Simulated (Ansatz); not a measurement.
SiNi, DFT, LDA, PAW with Ansatz's default frozen-core files, scalar-relativistic (Ansatz 0.2.0), run on 1 thread of Intel(R) Xeon(R) 6975P-C (Granite Rapids) on a shared host.

The geometry is COD entry 2300377, unchecked; take it as a test cell. The listed cell was then made from it by scaling, straining or moving an atom.

Command: `ansatz run input.yaml --threads 1 --pin off --max-ram 6144MiB --backend cpu --events-out ev --progress --plain --runs-dir out`

```yaml
crystal:
  lattice:
    - [3.02662, 0.0, 0.0]
    - [0.0, 3.2735, 0.0]
    - [0.0, 0.0, 4.8386928]
  atoms:
    - { symbol: Si, position: [0.5, 0.5, 0.8423] }
    - { symbol: Si, position: [0.0, 0.0, 0.1577] }
    - { symbol: Ni, position: [0.5, 0.5, 0.34422], spin: 1.5 }
    - { symbol: Ni, position: [0.0, 0.0, 0.65578], spin: 1.5 }
magnetization:
  spin_polarized: true
kpoints:
  mp_grid: { grid: [11, 10, 7] }
scf:
  occupations: { method: fermi_dirac, width: 0.05 }
hamiltonian:
  xc: lda
  pseudopotentials: { kind: paw }
output:
  forces: true
  stress: true
  eigenvalues: true
  efg: { contact_densities: true }
```

Problem. How large is the problem that the program sets up?

Solution. 144 irreducible k-points, 917 plane waves at Γ, 29 bands.

Problem. About how long does it take, and how much memory does it use?

Solution. 18 s of wall time for 12 SCF iterations, with a peak of 0.65 GiB. Times on shared machines scatter by tens of per cent.

Problem. And the same cell and mesh by crystal-made all-electron datasets, asked for forces, stress, eigenvalues, efg, on the same hardware?

Solution. 60 s, peak memory 1.1 GiB.
